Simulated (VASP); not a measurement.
# SrCl2 (Fm-3m) in VASP: further runs

The runs below take SrCl2 through single point, with PBE.

All numbers are computed with VASP 6.6.1; they aren't measurements. Logs are shortened: lines on timing, memory, paths and dates and some standing lists are left out, and cuts for length are marked.

## 1. The crystal as given

It takes space group Fm-3m (No. 225, cubic). The conventional cell has a = 6.977 Å, b = 6.977 Å, c = 6.977 Å, α = 90.00°, β = 90.00°, γ = 90.00°. Sr (site symmetry m-3m) has 8 Cl at 3.02 Å as nearest neighbours. Cl (site symmetry -43m) is surrounded by 4 Sr at 3.02 Å.

## 2. Single point, PBE

The input, INCAR:

```
SYSTEM = SrCl2
ADDGRID = .False. ; ALGO = Normal
EDIFF = 1E-6 ; ENCUT = 450
GGA = PE ; ISIF = 2
ISMEAR = 0 ; LASPH = .True.
LCHARG = .False. ; LREAL = .False.
LWAVE = .False. ; NBANDS = 19
NELM = 100 ; PREC = Low
SIGMA = 0.05
```

The input, KPOINTS:

```
k-points
0
Gamma
  6 6 6
  0 0 0
```

The input, POSCAR:

```
SrCl2
1.0
    0.0000000000      3.4883500000      3.4883500000
    3.4883500000      0.0000000000      3.4883500000
    3.4883500000      3.4883500000      0.0000000000
Sr Cl
1 2
Direct
    0.0000000000      0.0000000000      0.0000000000
    0.7500000000      0.7500000000      0.7500000000
    0.2500000000      0.2500000000      0.2500000000
```

Potentials or basis: VASP PAW PBE potentials, release 64 (Sr_sv, Cl).

On the command line:

```sh
$ cat potpaw_PBE.64/Sr_sv/POTCAR potpaw_PBE.64/Cl/POTCAR > POTCAR
$ mpirun -np 1 vasp_std > vasp.out
```

OUTCAR:

```text
SYSTEM = SrCl2
   EDIFF = 1E-6
   ENCUT = 450
   GGA = PE
   ISIF = 2
   ISMEAR = 0
   LASPH = .True.
   LREAL = .False.
   NELM = 100
   PREC = Low

 Found     16 irreducible k-points:

 Following reciprocal coordinates:
            Coordinates               Weight
  0.000000  0.000000  0.000000      1.000000
  0.166667  0.000000  0.000000      8.000000
  0.333333  0.000000  0.000000      8.000000
  0.500000  0.000000  0.000000      4.000000
  0.166667  0.166667  0.000000      6.000000
  0.333333  0.166667  0.000000     24.000000
   k-points           NKPTS =     16   k-points in BZ     NKDIM =     16   number of bands    NBANDS=     19
   number of dos      NEDOS =    301   number of ions     NIONS =      3
   total plane-waves  NPLWV =  21952
   dimension x,y,z NGX =    28 NGY =   28 NGZ =   28
   dimension x,y,z NGXF=    28 NGYF=   28 NGZF=   28
   ions per type =               1   2
   NGX,Y,Z   is equivalent  to a cutoff of   9.44,  9.44,  9.44 a.u.
   NGXF,Y,Z  is equivalent  to a cutoff of   9.44,  9.44,  9.44 a.u.
 SYSTEM =  SrCl2
   PREC   = low       normal or accurate (medium, high low for compatibility)
   ISTART =      0    job   : 0-new  1-cont  2-samecut
   ICHARG =      2    charge: 1-file 2-atom 10-const
   ISPIN  =      1    spin polarized calculation?
   LNONCOLLINEAR =      F non collinear calculations
   LSORBIT =      F    spin-orbit coupling
   LASPH  =      T    aspherical Exc in radial PAW
   ENCUT  =  450.0 eV  33.07 Ry    5.75 a.u.   8.53  8.53  8.53*2*pi/ulx,y,z
   NELM   =    100;   NELMIN=  2; NELMDL= -5     # of ELM steps
   EDIFF  = 0.1E-05   stopping-criterion for ELM
   LREAL  =      F    real-space projection
   EDIFFG = 0.1E-04   stopping-criterion for IOM
   NSW    =      0    number of steps for IOM
   IBRION =     -1    ionic relax: 0-MD 1-quasi-New 2-CG
   NFREE  =      0    steps in history (QN), initial steepest desc. (CG)
   ISIF   =      2    stress and relaxation
   ISYM   =      2    0-nonsym 1-usesym 2-fastsym
   POTIM  = 0.5000    time-step for ionic-motion
   TEBEG  =    0.0;   TEEND  =   0.0 temperature during run
   PSTRESS=    0.0 pullay stress
   NELECT =      24.0000    total number of electrons
   NUPDOWN=      -1.0000    fix difference up-down
   EMIN   =  10.00;   EMAX   =-10.00  energy-range for DOS
   EFERMI =   0.00;   METHOD = LEGACY
   ISMEAR =     0;   SIGMA  =   0.05  broadening in eV -4-tet -1-fermi 0-gaus
   EFERMI_NEDOS =   21; number of points for ismear=-14 and -15
   IALGO  =     38    algorithm
   IMIX   =      4    mixing-type and parameters
     AMIX     =   0.40;   BMIX     =  1.00
     AMIX_MAG =   1.60;   BMIX_MAG =  1.00
  volume/ion in A,a.u.               =      28.30       190.97
  Fermi-wavevector in a.u.,A,eV,Ry     =   1.074439  2.030396 15.706833  1.154420
  Thomas-Fermi vector in A             =   2.210267
   LORBIT       =      0    0 simple, 1 ext, 2 COOP (PROOUT), +10 PAW based schemes
   GGA     = PE    functional components
   LHFCALC =     F    Hartree Fock is set to
   AEXX    =    0.0000 exact exchange contribution
   IVDW    =     0    specifies the selected vdW correction
   LEPSILON=     F    determine dielectric tensor
   LRPA    =     F    only Hartree local field effects (RPA)
 non-spin polarized calculation
 Gauss-broadening in eV      SIGMA  =   0.05
  energy-cutoff  :      450.00
  volume of cell :       84.90
 maximum number of plane-waves:      1868
   NGX = 17   NGY = 17   NGZ = 17

 number of electron      24.0000279 magnetization

 Free energy of the ion-electron system (eV)
  ---------------------------------------------------
  ext. energy  EPLUGINS =         0.00000000
  ---------------------------------------------------
  free energy    TOTEN  =       -12.78094897 eV

  energy without entropy =      -12.78094897  energy(sigma->0) =      -12.78094897

 E-fermi :   0.3596     XC(G=0):  -8.2829

 val. band max:        0.1536664118   @ k =   0.5000   0.5000   0.0000
 cond. band min:       5.4899782760   @ k =   0.0000   0.0000   0.0000
 fundamental gap:      5.3363118642
 Fermi energy:         0.3596399017

 k-point     1 :       0.0000    0.0000    0.0000
  band No.  band energies     occupation
      1     -32.7349      2.00000
      2     -14.7259      2.00000
      3     -14.7258      2.00000
      4     -14.7258      2.00000
      5     -13.1531      2.00000
      6     -12.3031      2.00000
      7      -1.9726      2.00000
      8      -1.9726      2.00000
      9      -1.9726      2.00000
     10      -0.1838      2.00000
     11      -0.1838      2.00000
     12      -0.1838      2.00000
     13       5.4900      0.00000
     14       6.2493      0.00000
     15       6.2493      0.00000
     16       9.1881      0.00000
     17       9.1881      0.00000
     18       9.1881      0.00000
     19       9.4667      0.00000

 k-point     2 :       0.1667    0.0000    0.0000
  band No.  band energies     occupation
      1     -32.7341      2.00000
      2     -14.8135      2.00000
      3     -14.7294      2.00000
      4     -14.7293      2.00000
      5     -13.0030      2.00000
      6     -12.3599      2.00000
      7      -1.8714      2.00000
      8      -1.8714      2.00000
      9      -1.7872      2.00000
     10      -0.4942      2.00000
     11      -0.3328      2.00000
     12      -0.3328      2.00000
     13       6.0811      0.00000
     14       6.4564      0.00000
     15       6.4564      0.00000
     16       8.1759      0.00000
     17       8.8996      0.00000
     18       8.8996      0.00000
     19       9.9847      0.00000

 k-point     3 :       0.3333    0.0000    0.0000
  band No.  band energies     occupation
      1     -32.7325      2.00000
      2     -14.9522      2.00000
      3     -14.7362      2.00000
      4     -14.7362      2.00000
      5     -12.7877      2.00000
      6     -12.4154      2.00000
      7      -1.6156      2.00000
      8      -1.6156      2.00000
      9      -1.4346      2.00000
     10      -1.0131      2.00000
     11      -0.6628      2.00000
     12      -0.6628      2.00000
     13       6.7753      0.00000
     14       6.7753      0.00000
     15       6.9868      0.00000
     16       8.1644      0.00000
     17       8.7374      0.00000
     18       8.7374      0.00000
     19       9.2613      0.00000

 k-point     4 :       0.5000    0.0000    0.0000
  band No.  band energies     occupation
      1     -32.7317      2.00000
      2     -15.0094      2.00000
      3     -14.7397      2.00000
      4     -14.7396      2.00000
      5     -12.7547      2.00000
      6     -12.3760      2.00000
      7      -1.4118      2.00000
      8      -1.4117      2.00000
      9      -1.3439      2.00000
     10      -1.1648      2.00000
     11      -0.8946      2.00000
     12      -0.8946      2.00000
     13       6.8645      0.00000
     14       6.8645      0.00000
     15       7.6599      0.00000
     16       8.0231      0.00000
     17       8.7724      0.00000
     18       8.7724      0.00000
     19       8.9319      0.00000

 k-point     5 :       0.1667    0.1667    0.0000
  band No.  band energies     occupation
      1     -32.7339      2.00000
      2     -14.8344      2.00000
      3     -14.7341      2.00000
      4     -14.7341      2.00000
      5     -12.9483      2.00000
      6     -12.3830      2.00000
      7      -1.9275      2.00000
      8      -1.9275      2.00000
      9      -1.5308      2.00000
     10      -0.9487      2.00000
     11      -0.1723      2.00000
     12      -0.1723      2.00000
     13       6.1168      0.00000
     14       6.5058      0.00000
     15       6.5233      0.00000
     16       8.4650      0.00000
     17       8.4650      0.00000
     18       8.9334      0.00000
     19       9.1060      0.00000

 k-point     6 :       0.3333    0.1667    0.0000
  band No.  band energies     occupation
      1     -32.7325      2.00000
      2     -14.9347      2.00000
      3     -14.7565      2.00000
      4     -14.7416      2.00000
      5     -12.7348      2.00000
      6     -12.4575      2.00000
      7      -1.8032      2.00000
      8      -1.7973      2.00000
      9      -1.5204      2.00000
     10      -1.0425      2.00000
     11      -0.3458      2.00000
     12      -0.3207      2.00000
     13       6.4090      0.00000
     14       6.8510      0.00000
     15       6.9721      0.00000
     16       8.2286      0.00000
     17       8.3440      0.00000
     18       8.6694      0.00000
     19       9.5978      0.00000

 [... further k-points ...]

------------------------ aborting loop because EDIFF is reached ----------------------------------------

  FORCE on cell =-STRESS in cart. coord.  units (eV):
  Direction    XX          YY          ZZ          XY          YZ          ZX
  --------------------------------------------------------------------------------------
  -------------------------------------------------------------------------------------
  Total        0.5297021      0.5297021      0.5297021      0.0000000      0.0000000      0.0000000
  in kB        9.9965962      9.9965962      9.9965962      0.0000000      0.0000000      0.0000000
  external PRESSURE =       9.9965962 kB  Pullay stress =       0.0000000 kB

 VOLUME and BASIS-vectors are now :
 -----------------------------------------------------------------------------
  energy-cutoff  :      450.00
  volume of cell :       84.90
      direct lattice vectors                 reciprocal lattice vectors
     0.000000000  3.488350000  3.488350000    -0.143334241  0.143334241  0.143334241
     3.488350000  0.000000000  3.488350000     0.143334241 -0.143334241  0.143334241
     3.488350000  3.488350000  0.000000000     0.143334241  0.143334241 -0.143334241

 POSITION                                       TOTAL-FORCE (eV/Angst)
 -----------------------------------------------------------------------------------
      0.00000      0.00000      0.00000         0.000000     -0.000000      0.000000
      5.23252      5.23252      5.23252        -0.000000     -0.000000     -0.000000
      1.74418      1.74418      1.74418         0.000000      0.000000      0.000000
 -----------------------------------------------------------------------------------
    total drift:                               -0.000000     -0.000000     -0.000000

  FREE ENERGIE OF THE ION-ELECTRON SYSTEM (eV)
  ---------------------------------------------------
  free  energy   TOTEN  =       -12.7809489688 eV

  energy  without entropy=      -12.7809489688  energy(sigma->0) =      -12.78094897
```

Wall time 10 s (1 thread of Intel Xeon Platinum 8488C (Sapphire Rapids), shared host); peak memory 0.13 GiB.

The run converged, but some of its settings lie outside the range that counts as converged, so its numbers aren't taken as properties of the crystal.

Results:

```
Free energy            : -12.7809 eV
Pressure               : 1.0 GPa
Band gap on the k mesh : 5.34 eV, indirect (least direct gap 5.50 eV)
```

(Part 1 of 2 ends here.)
